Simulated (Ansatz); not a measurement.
SnSe:

```
Sn Se
1.0
     0.00000    3.01000    3.01000
     3.01000    0.00000    3.01000
     3.01000    3.01000    0.00000
Sn Se
1 1
Cartesian
  0.0000 0.0000 0.0000
  3.0100 3.0100 3.0100
```

Measurements of this composition are mostly on another form, of space group No. 62.

Base run:

```yaml
Program: Ansatz 0.2.0
Functional: PBEsol
Potentials_or_basis: all-electron LAPW, relativistic spinors
Cutoff: 190 eV
Density_cutoff: 760 eV
Basis_error_allowed: 0.001 eV/atom
k_mesh: 6 × 6 × 6
Occupations: fermi-dirac, width 0.05 eV
Spin: spin-orbit coupling, no magnetisation
```

Its results: pressure -2.3 GPa.

**Question.** The run is repeated on the same cell with these changes: functional from PBEsol to LDA. What comes out?

**Answer.** Pressure -3.7 GPa.

LDA binds more tightly than PBEsol, so the same cell stands under less pressure.

Not every run made on this cell is shown here.
